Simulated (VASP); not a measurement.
# Ru (Im-3m) in VASP: a series of runs

Runs on Ru. Level: PBE. Tasks: single point.

Program: VASP 6.6.1. These are calculated values, not measurements. Logs are shortened: lines on timing, memory, paths and dates and some standing lists are left out, and cuts for length are marked.

### 1 The structure

The structure is cubic, space group Im-3m (No. 229). Conventional cell: a = 3.053 Å, b = 3.053 Å, c = 3.053 Å, α = 90.00°, β = 90.00°, γ = 90.00°. Ru (site symmetry m-3m) has 8 Ru at 2.64 Å as nearest neighbours.

This isn't the form of Ru at room conditions, which is hcp.

### 2 Single point, PBE, collinear spin, typed start

Contents of INCAR:

```
SYSTEM = Ru
PREC     = Accurate       ! precision mode
ENCUT    = 520            ! plane-wave cutoff, eV
EDIFF    = 1E-6           ! SCF threshold, eV
ISMEAR   = -1             ! smearing method
SIGMA    = 0.05           ! smearing width, eV
LREAL    = .FALSE.        ! projectors in reciprocal space
LASPH    = .TRUE.         ! aspherical terms in the spheres
NELM     = 150            ! most SCF steps
ALGO     = Normal         ! electronic algorithm
ISIF     = 2              ! what is computed and relaxed
LWAVE    = .FALSE.        ! write WAVECAR
LCHARG   = .FALSE.        ! write CHGCAR
ISPIN    = 2              ! spin polarisation
MAGMOM   = 1              ! initial moments
LORBIT   = 11             ! projections on sites
LMAXMIX  = 4              ! l up to which the mixer works
GGA      = PE             ! functional
NBANDS   = 17             ! bands
```

Contents of KPOINTS:

```
regular mesh
0
G
  24 24 24
  0 0 0
```

Contents of POSCAR:

```
Ru
1.0
   -1.5265669048      1.5265669048      1.5265669048
    1.5265669048     -1.5265669048      1.5265669048
    1.5265669048      1.5265669048     -1.5265669048
Ru
1
Direct
    0.0000000000      0.0000000000      0.0000000000
```

Potentials or basis: VASP PAW PBE potentials, release 64 (Ru_pv).

Command:

```console
$ cat potpaw_PBE.64/Ru_pv/POTCAR > POTCAR
$ mpirun -np 1 vasp_std > vasp.out
```

OUTCAR:

```text
SYSTEM = Ru
   PREC = Accurate
   ENCUT = 520
   EDIFF = 1E-6
   ISMEAR = -1
   LREAL = .FALSE.
   LASPH = .TRUE.
   NELM = 150
   ISIF = 2
   ISPIN = 2
   LORBIT = 11
   GGA = PE

 ion  position               nearest neighbor table
   1  0.000  0.000  0.000-

  LATTYP: Found a body centered cubic cell.
 ALAT       =     3.0531338096

  Lattice vectors:

 A1 = (  -1.5265669048,   1.5265669048,   1.5265669048)
 A2 = (   1.5265669048,  -1.5265669048,   1.5265669048)
 A3 = (   1.5265669048,   1.5265669048,  -1.5265669048)

Analysis of symmetry for initial positions (statically):
=====================================================================
 Subroutine PRICEL returns:
 Original cell was already a primitive cell.

 Routine SETGRP: Setting up the symmetry group for a
 body centered cubic supercell.

 Subroutine GETGRP returns: Found 48 space group operations
 (whereof 48 operations were pure point group operations)
 out of a pool of 48 trial point group operations.

The static configuration has the point symmetry O_h .

Analysis of symmetry for dynamics (positions and initial velocities):
=====================================================================
 Subroutine PRICEL returns:
 Original cell was already a primitive cell.

 Routine SETGRP: Setting up the symmetry group for a
 body centered cubic supercell.

 Subroutine GETGRP returns: Found 48 space group operations
 (whereof 48 operations were pure point group operations)
 out of a pool of 48 trial point group operations.

The dynamic configuration has the point symmetry O_h .

Analysis of structural, dynamic, and magnetic symmetry:
=====================================================================
 Subroutine PRICEL returns:
 Original cell was already a primitive cell.

 Routine SETGRP: Setting up the symmetry group for a
 body centered cubic supercell.

 Subroutine GETGRP returns: Found 48 space group operations
 (whereof 48 operations were pure point group operations)
 out of a pool of 48 trial point group operations.

The overall configuration has the point symmetry O_h .

 Subroutine INISYM returns: Found 48 space group operations
 (whereof 48 operations are pure point group operations),
 and found     1 'primitive' translations

----------------------------------------------------------------------------------------

                                     Primitive cell

  volume of cell :      14.2301

  direct lattice vectors                    reciprocal lattice vectors
    -1.526566905  1.526566905  1.526566905     0.000000000  0.327532320  0.327532320
     1.526566905 -1.526566905  1.526566905     0.327532320  0.000000000  0.327532320
     1.526566905  1.526566905 -1.526566905     0.327532320  0.327532320  0.000000000

  length of vectors
     2.644091440  2.644091440  2.644091440     0.463200649  0.463200649  0.463200649

  position of ions in fractional coordinates (direct lattice)
     0.000000000  0.000000000  0.000000000

  ion indices of the primitive-cell ions
   primitive index   ion index
                 1           1

----------------------------------------------------------------------------------------

 KPOINTS: regular mesh

Automatic generation of k-mesh.
 Grid dimensions read from file:
 generate k-points for:   24   24   24

 Generating k-lattice:

  Cartesian coordinates                     Fractional coordinates (reciprocal lattice)
     0.000000000  0.013647180  0.013647180     0.041666667  0.000000000  0.000000000
     0.013647180  0.000000000  0.013647180     0.000000000  0.041666667  0.000000000
     0.013647180  0.013647180  0.000000000     0.000000000  0.000000000  0.041666667

  Length of vectors
     0.019300027  0.019300027  0.019300027

  Shift w.r.t. Gamma in fractional coordinates (k-lattice)
     0.000000000  0.000000000  0.000000000

 Subroutine IBZKPT returns following result:
 ===========================================

 Found    413 irreducible k-points:

 Following reciprocal coordinates:
            Coordinates               Weight
  0.000000  0.000000  0.000000      1.000000
  0.041667  0.000000  0.000000     12.000000
  0.083333  0.000000  0.000000     12.000000
  0.125000  0.000000  0.000000     12.000000
  0.166667  0.000000  0.000000     12.000000
  0.208333  0.000000  0.000000     12.000000
[... 16 lines left out ...]
  0.416667  0.041667  0.000000     48.000000
  0.458333  0.041667  0.000000     48.000000
 [... further k-points ...]
   k-points           NKPTS =    413   k-points in BZ     NKDIM =    413   number of bands    NBANDS=     17
   number of dos      NEDOS =    301   number of ions     NIONS =      1
   total plane-waves  NPLWV =   8000
   dimension x,y,z NGX =    20 NGY =   20 NGZ =   20
   dimension x,y,z NGXF=    40 NGYF=   40 NGZF=   40
   ions per type =               1
   NGX,Y,Z   is equivalent  to a cutoff of  12.57, 12.57, 12.57 a.u.
   NGXF,Y,Z  is equivalent  to a cutoff of  25.15, 25.15, 25.15 a.u.
 SYSTEM =  Ru
   PREC   = accura    normal or accurate (medium, high low for compatibility)
   ISTART =      0    job   : 0-new  1-cont  2-samecut
   ICHARG =      2    charge: 1-file 2-atom 10-const
   ISPIN  =      2    spin polarized calculation?
   LNONCOLLINEAR =      F non collinear calculations
   LSORBIT =      F    spin-orbit coupling
   LASPH  =      T    aspherical Exc in radial PAW
   ENCUT  =  520.0 eV  38.22 Ry    6.18 a.u.   4.92  4.92  4.92*2*pi/ulx,y,z
   NELM   =    150;   NELMIN=  2; NELMDL= -5     # of ELM steps
   EDIFF  = 0.1E-05   stopping-criterion for ELM
   LREAL  =      F    real-space projection
   EDIFFG = 0.1E-04   stopping-criterion for IOM
   NSW    =      0    number of steps for IOM
   IBRION =     -1    ionic relax: 0-MD 1-quasi-New 2-CG
   NFREE  =      0    steps in history (QN), initial steepest desc. (CG)
   ISIF   =      2    stress and relaxation
   ISYM   =      2    0-nonsym 1-usesym 2-fastsym
   POTIM  = 0.5000    time-step for ionic-motion
   TEBEG  =    0.0;   TEEND  =   0.0 temperature during run
   PSTRESS=    0.0 pullay stress
   NELECT =      14.0000    total number of electrons
   NUPDOWN=      -1.0000    fix difference up-down
   EMIN   =  10.00;   EMAX   =-10.00  energy-range for DOS
   EFERMI =   0.00;   METHOD = LEGACY
   ISMEAR =    -1;   SIGMA  =   0.05  broadening in eV -4-tet -1-fermi 0-gaus
   EFERMI_NEDOS =   21; number of points for ismear=-14 and -15
   IALGO  =     38    algorithm
   IMIX   =      4    mixing-type and parameters
     AMIX     =   0.40;   BMIX     =  1.00
     AMIX_MAG =   1.60;   BMIX_MAG =  1.00
  volume/ion in A,a.u.               =      14.23        96.03
  Fermi-wavevector in a.u.,A,eV,Ry     =   1.628227  3.076903 36.070729  2.651124
  Thomas-Fermi vector in A             =   2.720893
   LORBIT       =     11    0 simple, 1 ext, 2 COOP (PROOUT), +10 PAW based schemes
   GGA     = PE    functional components
   LHFCALC =     F    Hartree Fock is set to
   AEXX    =    0.0000 exact exchange contribution
   IVDW    =     0    specifies the selected vdW correction
   LEPSILON=     F    determine dielectric tensor
   LRPA    =     F    only Hartree local field effects (RPA)
 spin polarized calculation
  energy-cutoff  :      520.00
  volume of cell :       14.23
 maximum number of plane-waves:       394
   NGX =  9   NGY =  9   NGZ =  9

 number of electron      14.0000004 magnetization       0.0007777

 Free energy of the ion-electron system (eV)
  ---------------------------------------------------
  ext. energy  EPLUGINS =         0.00000000
  ---------------------------------------------------
  free energy    TOTEN  =        -8.61765607 eV

  energy without entropy =       -8.60167654  energy(sigma->0) =       -8.60966631

 E-fermi :  12.1565     XC(G=0): -13.8186

 val. band max:       12.1560915190   @ k =   0.1667   0.1667   0.1250
 cond. band min:      12.1614535218   @ k =   0.2917   0.2500   0.0417
 fundamental gap:      0.0053620028
 Fermi energy:        12.1564995332

 spin component 1

 k-point     1 :       0.0000    0.0000    0.0000
  band No.  band energies     occupation
      1     -30.4006      1.00000
      2     -30.4006      1.00000
      3     -30.4006      1.00000
      4       4.2930      1.00000
      5       9.4273      1.00000
      6       9.4273      1.00000
[... 9 lines left out ...]
     16      43.4142      0.00000
     17      43.4142      0.00000

 k-point     2 :       0.0417    0.0000    0.0000
  band No.  band energies     occupation
      1     -30.4172      1.00000
      2     -30.4059      1.00000
      3     -30.4006      1.00000
      4       4.3685      1.00000
      5       9.3928      1.00000
      6       9.4256      1.00000
[... 9 lines left out ...]
     16      43.1838      0.00000
     17      43.2552      0.00000

 k-point     3 :       0.0833    0.0000    0.0000
  band No.  band energies     occupation
      1     -30.4655      1.00000
      2     -30.4215      1.00000
      3     -30.4008      1.00000
      4       4.5896      1.00000
      5       9.2931      1.00000
      6       9.4170      1.00000
[... 392 lines left out ...]
 k-point    23 :       0.4167    0.0417    0.0000
  band No.  band energies     occupation
      1     -31.2877      1.00000
      2     -30.6989      1.00000
      3     -30.4099      1.00000
      4       6.2476      1.00000
      5       7.7965      1.00000
      6      11.8493      0.99786
[... 9 lines left out ...]
     16      39.7196      0.00000
     17      43.0774      0.00000

 k-point    24 :       0.4583    0.0417    0.0000
  band No.  band energies     occupation
      1     -31.3169      1.00000
      2     -30.7093      1.00000
      3     -30.4100      1.00000
      4       6.1928      1.00000
      5       7.7479      1.00000
      6      12.0102      0.94914
[... 9 lines left out ...]
     16      39.8330      0.00000
     17      44.8931      0.00000

 [... further k-points ...]

 spin component 2

 k-point     1 :       0.0000    0.0000    0.0000
  band No.  band energies     occupation
      1     -30.4000      1.00000
      2     -30.4000      1.00000
      3     -30.4000      1.00000
      4       4.2932      1.00000
      5       9.4277      1.00000
      6       9.4277      1.00000
[... 9 lines left out ...]
     16      43.4147      0.00000
     17      43.4147      0.00000

 k-point     2 :       0.0417    0.0000    0.0000
  band No.  band energies     occupation
      1     -30.4165      1.00000
      2     -30.4053      1.00000
      3     -30.4000      1.00000
      4       4.3687      1.00000
      5       9.3932      1.00000
      6       9.4259      1.00000
[... 9 lines left out ...]
     16      43.1843      0.00000
     17      43.2557      0.00000

 k-point     3 :       0.0833    0.0000    0.0000
  band No.  band energies     occupation
      1     -30.4649      1.00000
      2     -30.4209      1.00000
      3     -30.4001      1.00000
      4       4.5898      1.00000
      5       9.2935      1.00000
      6       9.4173      1.00000
[... 392 lines left out ...]
 k-point    23 :       0.4167    0.0417    0.0000
  band No.  band energies     occupation
      1     -31.2871      1.00000
      2     -30.6983      1.00000
      3     -30.4092      1.00000
      4       6.2479      1.00000
      5       7.7968      1.00000
      6      11.8500      0.99783
[... 9 lines left out ...]
     16      39.7198      0.00000
     17      43.0776      0.00000

 k-point    24 :       0.4583    0.0417    0.0000
  band No.  band energies     occupation
      1     -31.3163      1.00000
      2     -30.7087      1.00000
      3     -30.4093      1.00000
      4       6.1932      1.00000
      5       7.7483      1.00000
      6      12.0109      0.94845
[... 9 lines left out ...]
     16      39.8333      0.00000
     17      44.8933      0.00000

 [... further k-points ...]

------------------------ aborting loop because EDIFF is reached ----------------------------------------

  FORCE on cell =-STRESS in cart. coord.  units (eV):
  Direction    XX          YY          ZZ          XY          YZ          ZX
  --------------------------------------------------------------------------------------
  -------------------------------------------------------------------------------------
  Total       -0.0087269     -0.0087269     -0.0087269      0.0000000      0.0000000      0.0000000
  in kB       -0.9825637     -0.9825637     -0.9825637      0.0000000      0.0000000      0.0000000
  external PRESSURE =      -0.9825637 kB  Pullay stress =       0.0000000 kB

 VOLUME and BASIS-vectors are now :
 -----------------------------------------------------------------------------
  energy-cutoff  :      520.00
  volume of cell :       14.23
      direct lattice vectors                 reciprocal lattice vectors
    -1.526566905  1.526566905  1.526566905     0.000000000  0.327532320  0.327532320
     1.526566905 -1.526566905  1.526566905     0.327532320  0.000000000  0.327532320
     1.526566905  1.526566905 -1.526566905     0.327532320  0.327532320  0.000000000

 POSITION                                       TOTAL-FORCE (eV/Angst)
 -----------------------------------------------------------------------------------
      0.00000      0.00000      0.00000        -0.000000     -0.000000     -0.000000
 -----------------------------------------------------------------------------------
    total drift:                                0.000000      0.000000      0.000000

  FREE ENERGIE OF THE ION-ELECTRON SYSTEM (eV)
  ---------------------------------------------------
  free  energy   TOTEN  =        -8.6176560703 eV

  energy  without entropy=       -8.6016765407  energy(sigma->0) =       -8.60966631

 total charge

# of ion       s       p       d       tot
------------------------------------------
    1        0.381   6.272   5.931  12.585

 magnetization (x)

# of ion       s       p       d       tot
------------------------------------------
    1       -0.000  -0.000   0.001   0.001
```

It took 2.9 min on 1 thread of Intel Xeon Platinum 8259CL at 2.50GHz (Skylake/Cascade Lake), shared host; peak memory 0.25 GiB.

What came out:

- Free energy: -8.6177 eV
- Pressure: -0.1 GPa
- Band gap on the k mesh: none (metal or under the smearing width)
- Net moment: 0.00 μB per cell
- Valence electrons inside the program's atomic spheres: Ru 12.59

[end of part 1 of 2]
